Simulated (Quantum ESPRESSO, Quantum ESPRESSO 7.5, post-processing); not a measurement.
# blue phosphorene, 2 layers, AB stacking: a series in the field along the normal

Wanted: a table for blue phosphorene, 2 layers, AB stacking against the field along the normal, and what can be fitted to it.

Method: plane-wave DFT, PBE, GBRV ultrasoft pseudopotentials (geometry by pw.x at PBE-D3(BJ), GBRV ultrasoft), in Quantum ESPRESSO 7.5.

Report form: the programs' logs are mostly left out.

## (1) Set-up

The cell holds 4 atoms: 4 P. Its edges and angles: a = 3.280 Å, b = 3.280 Å, c = 22.680 Å, α = 90.0°, β = 90.0°, γ = 120.0°. It derives from P. Vacuum lies along c.

Set-up: Cell and atoms are relaxed without a field with a D3(BJ) correction and then held. Sawtooth field with dipole correction, 17 Å of vacuum in the starting cell, Fermi-Dirac smearing of 0.002 Ry; bands along a path at each field.

Members -0.05, 0.1, -0.1, 0.2, -0.2, 0.3 and -0.3 took the same steps and show in the table alone.

## (2) Relaxing cell and ions of the reference

What the set-up leaves free in this member is relaxed.

Contents of ref.relax.in:

```
&control
  prefix = 'ref.relax'
  outdir = './out'
  pseudo_dir = './pseudo'
  nstep = 80
  forc_conv_thr = 0.0004
  calculation = 'vc-relax'
  etot_conv_thr = 1e-06
/
&system
  ibrav = 0
  nat = 4
  ntyp = 1
  ecutwfc = 50
  ecutrho = 250
  vdw_corr = 'grimme-d3'
  dftd3_version = 4
  occupations = 'smearing'
  smearing = 'fd'
  degauss = 0.004
/
&electrons
  conv_thr = 1e-09
  mixing_beta = 0.4
  electron_maxstep = 120
  mixing_mode = 'plain'
/
&ions
/
&cell
  cell_dofree = '2Dxy'
  press_conv_thr = 0.3
/
ATOMIC_SPECIES
  P   30.9738  p_pbe_v1.5.uspp.F.UPF
CELL_PARAMETERS angstrom
  3.28000000000000 0.00000000000000 0.00000000000000
  -1.64000000000000 2.84056332441296 0.00000000000000
  0.00000000000000 0.00000000000000 22.68000000000000
ATOMIC_POSITIONS crystal
  P   0.666666666700 0.333333333300 0.374779541446
  P   0.333333333300 0.666666666700 0.429453262787
  P   0.000000000000 0.000000000000 0.570546737213
  P   0.666666666700 0.333333333300 0.625220458554
K_POINTS automatic
  12 12 1 0 0 0
```

On the command line:

```sh
OMP_NUM_THREADS=1 mpirun -n 4 pw.x -nk 4 -in ref.relax.in > ref.relax.out
```

Run time: 5.3 min. Hardware: 4 MPI ranks of Arm Neoverse V1, shared host; peak memory 0.77 GiB; 21 min of CPU time.

Step by step:

```csv
step,energy less that of the first step (eV),largest force (eV/Å),volume (Å³)
1,0.0000,0.0735,211.31
2,-0.0010,0.0226,210.99
3,-0.0017,0.0268,210.64
4,-0.0025,0.0485,210.11
5,-0.0032,0.0566,209.32
6,-0.0034,0.0403,208.92
7,-0.0035,0.0215,208.83
8,-0.0035,0.0234,208.83
9,-0.0036,0.0361,208.86
10,-0.0036,0.0440,208.88
11,-0.0037,0.0512,208.89
12,-0.0039,0.0579,208.90
13,-0.0041,0.0637,208.89
14,-0.0044,0.0675,208.86
15,-0.0049,0.0672,208.80
16,-0.0053,0.0573,208.68
17,-0.0055,0.0347,208.54
18,-0.0056,0.0203,208.50
19,-0.0056,0.0016,208.45
20,-0.0056,0.0004,208.44
21,-0.0056,0.0004,208.44
```

```csv
cell as run,before,after,change
a (Å),3.280,3.258,-0.7 %
b (Å),3.280,3.258,-0.7 %
```

The atoms that moved most (Å, along periodic axes as changes of fractional coordinates times the final cell, across vacuum about the mean position):

```csv
atom,dx,dy,dz,length
P1,0.000,0.000,-0.081,0.081
P4,0.000,0.000,0.081,0.081
P3,0.000,0.000,0.079,0.079
P2,0.000,0.000,-0.079,0.079
```

 The last row is no step: it is a fresh SCF in the final cell with a new plane-wave basis, +0 meV from the row before.

This step gave:

- free energy: -845.4097 eV
- Fermi energy: -0.4759 eV

## (3) Self-consistent run, 0 V/Å

The self-consistent run of this member.

Level of this step: plane-wave DFT, PBE, GBRV ultrasoft pseudopotentials (Quantum ESPRESSO 7.5).

Contents of m0.scf.in:

```
&control
  prefix = 'm0.scf'
  outdir = './out'
  pseudo_dir = './pseudo'
  calculation = 'scf'
  tprnfor = .true.
  tefield = .true.
  dipfield = .true.
/
&system
  ibrav = 0
  nat = 4
  ntyp = 1
  ecutwfc = 40
  ecutrho = 200
  occupations = 'smearing'
  smearing = 'fd'
  degauss = 0.002
  edir = 3
  emaxpos = 0.97
  eopreg = 0.04
  eamp = 0.0
  nbnd = 16
/
&electrons
  conv_thr = 1e-09
  mixing_beta = 0.4
  electron_maxstep = 120
  mixing_mode = 'plain'
/
ATOMIC_SPECIES
  P   30.9738  p_pbe_v1.5.uspp.F.UPF
CELL_PARAMETERS angstrom
  3.25763677000000 0.00000000000000 0.00000000000000
  -1.62881838500000 2.82119619900000 0.00000000000000
  0.00000000000000 0.00000000000000 22.68000000000000
ATOMIC_POSITIONS crystal
  P   0.666666666700 0.333333333300 0.371205210300
  P   0.333333333300 0.666666666700 0.425984375400
  P   0.000000000000 0.000000000000 0.574015624600
  P   0.666666666700 0.333333333300 0.628794789700
K_POINTS automatic
  12 12 1 0 0 0
```

On the command line:

```sh
OMP_NUM_THREADS=1 mpirun -n 4 pw.x -nk 4 -in m0.scf.in > m0.scf.out
```

Run time: 46 s. Hardware: 4 MPI ranks; peak memory 0.47 GiB.

Numbers from this step:

| Item | Value |
| --- | --- |
| free energy | -844.3736 eV |
| Fermi energy | -0.4907 eV |
| dipole along the normal | 0 e·Å |
| valence top, on the run's zero | -1.116 eV |
| conduction bottom, on the run's zero | 0.1175 eV |
| gap by band count | 1.233 eV |

## (4) Electrostatic potential, 0 V/Å

plot_num = 11 writes the bare and Hartree potential, from which vacuum levels or, in a crystal, the mean potential are read.

Contents of m0.pot.in:

```
&inputpp
  prefix = 'm0.scf'
  outdir = './out'
  filplot = 'm0.pot.dat'
  plot_num = 11
/
```

On the command line:

```sh
OMP_NUM_THREADS=1 mpirun -n 4 pp.x -in m0.pot.in > m0.pot.out
```

The job ended after 0.79 s (4 MPI ranks; peak memory 0.1 GiB).

Read from the output:

| Property | Result |
| --- | --- |
| slope of the potential above | 5.98e-5 eV/Å |
| upper vacuum line continued to the top atoms, over the valence top | 5.646 eV |
| slope of the potential below | -4.50e-5 eV/Å |
| lower vacuum line continued to the bottom atoms, over the valence top | 5.646 eV |
| vacuum level at the upper face over the valence top of the mesh | 5.647 eV |
| vacuum level at the lower face over the valence top of the mesh | 5.647 eV |

Electrostatic potential energy of an electron, with the sawtooth; zero at the highest filled level of the SCF mesh. The potential energy, planar mean by z:

z (Å), potential energy, planar mean (eV) and a bar from the least value:
```
      0.0        5.6 ##############################
      0.5        5.6 ##############################
      1.0        5.6 ##############################
      1.5        5.6 ##############################
      2.0        5.6 ##############################
      2.5        5.6 ##############################
      3.0        5.6 ##############################
      3.5        5.6 ##############################
      4.0        5.6 ##############################
      4.5        5.6 ##############################
      5.0        5.6 ##############################
      5.5        5.6 ##############################
      6.0        5.6 ##############################
      6.5        5.4 ##############################
      7.0        4.8 #############################
      7.5        2.1 ########################
      8.0       -7.0 ##########
      8.5      -13.7 
      9.0       -9.2 #######
      9.5      -13.2 #
     10.0       -8.9 #######
     10.5        1.2 #######################
     11.0        4.4 ############################
     11.5        4.7 #############################
     12.0        2.9 ##########################
     12.5       -4.6 ##############
     13.0      -13.5 
     13.5       -9.8 ######
     14.0      -12.3 ##
     14.5      -10.9 ####
     15.0       -0.2 #####################
     15.5        4.2 ############################
     16.0        5.3 #############################
     16.5        5.6 ##############################
     17.0        5.6 ##############################
     17.5        5.6 ##############################
     18.0        5.6 ##############################
     18.5        5.6 ##############################
     19.0        5.6 ##############################
     19.5        5.6 ##############################
     20.0        5.6 ##############################
     20.5        5.6 ##############################
     21.0        5.6 ##############################
     21.5        5.6 ##############################
     22.0        5.6 ##############################
     22.5        5.6 ##############################
```

## (5) Bands along a path, 0 V/Å

Bands along a path place the edges.

m0.bands.in is the input of step 3 with these lines changed:

```diff
@@ -1,7 +1,6 @@
 &control
-  prefix = 'm0.scf'
+  prefix = 'm0.bands'
   outdir = './out'
   pseudo_dir = './pseudo'
-  calculation = 'scf'
-  tprnfor = .true.
+  calculation = 'bands'
   tefield = .true.
@@ -25,6 +24,6 @@
 &electrons
-  conv_thr = 1e-09
+  conv_thr = 1e-07
   mixing_beta = 0.4
   electron_maxstep = 120
-  mixing_mode = 'plain'
+  mixing_mode = 'local-TF'
 /
@@ -41,3 +40,7 @@
   P   0.666666666700 0.333333333300 0.628794789700
-K_POINTS automatic
-  12 12 1 0 0 0
+K_POINTS crystal_b
+4
+  0.0000000000 0.0000000000 0.0000000000 10
+  0.5000000000 0.0000000000 0.0000000000 10
+  0.3333333333 0.3333333333 0.0000000000 10
+  0.0000000000 0.0000000000 0.0000000000 1
```

On the command line:

```sh
cp -r out/m0.scf.save out/m0.bands.save
cp out/m0.scf.xml out/m0.bands.xml
OMP_NUM_THREADS=1 mpirun -n 4 pw.x -nk 4 -in m0.bands.in > m0.bands.out
```

Wall time 22 s (4 MPI ranks); peak memory 0.33 GiB.

This step gave:

| Quantity | Value |
| --- | --- |
| valence top, on the run's zero | -1.114 eV |
| conduction bottom, on the run's zero | 0.08391 eV |
| gap by band count | 1.198 eV |

Band numbers count within the set of bands kept for display. The electronic bands at the labelled points (eV, zero at the highest filled level of the SCF mesh; v1 is the highest filled band, c1 the lowest empty one):

```csv
point,v4,v3,v2,v1,c1,c2,c3,c4
Γ,-0.61,-0.60,-0.60,-0.15,3.39,3.39,3.40,3.48
halfway,-1.99,-1.95,-1.09,-0.10,1.73,1.87,4.27,4.73
M,-2.82,-2.78,-2.25,-1.62,1.39,1.59,2.39,3.54
halfway,-3.14,-3.12,-2.10,-1.62,2.03,2.80,3.62,3.78
K,-2.38,-2.36,-2.36,-2.20,1.60,1.60,4.32,4.99
halfway,-3.31,-3.27,-0.98,-0.12,2.80,3.30,3.70,3.82
Γ,-0.61,-0.60,-0.60,-0.15,3.39,3.39,3.40,3.48
```

Along this path the valence top lies between K and Γ and the conduction bottom between Γ and M.

## (6) Ground state, 0.05 V/Å

m1.scf.in is the input of step 3 with these lines changed:

```diff
@@ -1,3 +1,3 @@
 &control
-  prefix = 'm0.scf'
+  prefix = 'm1.scf'
   outdir = './out'
@@ -21,3 +21,3 @@
   eopreg = 0.04
-  eamp = 0.0
+  eamp = 0.00097235
   nbnd = 16
@@ -29,2 +29,3 @@
   mixing_mode = 'plain'
+  startingpot = 'file'
 /
```

On the command line:

```sh
cp -r out/m0.scf.save out/m1.scf.save
OMP_NUM_THREADS=1 mpirun -n 4 pw.x -nk 4 -in m1.scf.in > m1.scf.out
```

Run time: 41 s. Hardware: 4 MPI ranks; peak memory 0.59 GiB.

Numbers from this step:

```
free energy                          : -844.3741 eV
Fermi energy                         : -0.4834 eV
dipole along the normal              : 0.01930 e·Å
valence top, on the run's zero       : -1.108 eV
conduction bottom, on the run's zero : 0.1241 eV
gap by band count                    : 1.232 eV
```

## (7) Self-consistent run, 0.4 V/Å

m9.scf.in is the input of step 6 with these lines changed:

```diff
@@ -1,3 +1,3 @@
 &control
-  prefix = 'm1.scf'
+  prefix = 'm9.scf'
   outdir = './out'
@@ -21,3 +21,3 @@
   eopreg = 0.04
-  eamp = 0.00097235
+  eamp = 0.00777876
   nbnd = 16
```

On the command line:

```sh
cp -r out/m0.scf.save out/m9.scf.save
OMP_NUM_THREADS=1 mpirun -n 4 pw.x -nk 4 -in m9.scf.in > m9.scf.out
```

Run time: 61 s. Hardware: 4 MPI ranks; peak memory 0.46 GiB.

Numbers from this step:

| Property | Result |
| --- | --- |
| free energy | -844.4045 eV |
| Fermi energy | -0.4567 eV |
| dipole along the normal | 0.1546 e·Å |
| valence top, on the run's zero | -1.041 eV |
| conduction bottom, on the run's zero | 0.1221 eV |
| gap by band count | 1.163 eV |

## (8) Self-consistent run, -0.4 V/Å

m10.scf.in is the input of step 7 with these lines changed:

```diff
@@ -1,3 +1,3 @@
 &control
-  prefix = 'm9.scf'
+  prefix = 'm10.scf'
   outdir = './out'
@@ -21,3 +21,3 @@
   eopreg = 0.04
-  eamp = 0.00777876
+  eamp = -0.00777876
   nbnd = 16
```

On the command line:

```sh
cp -r out/m0.scf.save out/m10.scf.save
OMP_NUM_THREADS=1 mpirun -n 4 pw.x -nk 4 -in m10.scf.in > m10.scf.out
```

Wall time 63 s (4 MPI ranks); peak memory 0.47 GiB; 4.2 min of CPU time.

Numbers from this step:

```
Fermi energy                         : -0.5772 eV
dipole along the normal              : -0.1546 e·Å
valence top, on the run's zero       : -1.162 eV
conduction bottom, on the run's zero : 0.001483 eV
```

## (9) The series side by side

The series in one table, energies over the lowest:

```csv
the field along the normal,dipole (e Å),gap along the path (eV),"upper vacuum line at the top atoms, over the zero (eV)","lower vacuum line at the bottom atoms, over the zero (eV)",energy (eV)
-0.4 V/Å,-0.1546,1.129,5.991,5.285,0.0000
-0.3 V/Å,-0.1158,1.157,5.905,5.378,0.0135
-0.2 V/Å,-0.07712,1.179,5.819,5.469,0.0232
-0.1 V/Å,-0.03852,1.193,5.733,5.559,0.0289
-0.05 V/Å,-0.0193,1.196,5.69,5.602,0.0304
0 V/Å,0,1.198,5.646,5.646,0.0309
0.05 V/Å,0.0193,1.196,5.602,5.69,0.0304
0.1 V/Å,0.03852,1.193,5.559,5.733,0.0289
0.2 V/Å,0.07714,1.179,5.469,5.819,0.0232
0.3 V/Å,0.1158,1.158,5.378,5.905,0.0135
0.4 V/Å,0.1546,1.129,5.285,5.991,0.0000
```

## (10) A check by hand

4πα/A = 180.95 × 0.3853 e Å²/V / 9.190 Å² = 7.59 Å.

In linear response the energy changes by −(p₀ + p)E/2: at 0.2 V/Å, −(0.0000 + 0.0771) × 0.2/2 = -0.0077 eV; the runs give -0.0077 eV.

## (11) Outcome

```
4πα/A from the weak fields                                                       : 7.59 Å
gap along the path, at -0.4 V/Å and at 0.4 V/Å                                   : 1.13, 1.13 eV
upper vacuum line at the top atoms, over the zero, at -0.4 V/Å and at 0.4 V/Å    : 5.99, 5.29 eV
lower vacuum line at the bottom atoms, over the zero, at -0.4 V/Å and at 0.4 V/Å : 5.29, 5.99 eV
```

The series holds 11 members; 4πα/A from the weak fields: 7.59 Å (PBE, GBRV ultrasoft). The strongest fields leave the weak-field line by 0.3 % of the induced dipole. From -0.4 V/Å to 0.4 V/Å the gap along the path goes from 1.13 to 1.13 eV by way of 1.20 at 0 V/Å. From -0.4 V/Å to 0.4 V/Å the upper vacuum line at the top atoms, over the zero falls from 5.99 to 5.29 eV. From -0.4 V/Å to 0.4 V/Å the lower vacuum line at the bottom atoms, over the zero rises from 5.29 to 5.99 eV. Ions are held; semilocal gaps are too small; in strong fields empty levels can belong to the vacuum; one stacking.

[Logs are printed without paths, hosts, clocks, repeated set-up lines and the standing remarks that a program may print on its own settings, such as how far it seeks lower states.]

[Hosts, paths, dates, database ids (printed as entryN), source tags and the programs' standing remarks are cut or masked in the printed files.]

[Maps of the electrostatic potential energy from Ansatz leave out the sawtooth potential of an applied field or a dipole correction, so their vacuum need not be flat; planar profiles and work functions include it.]
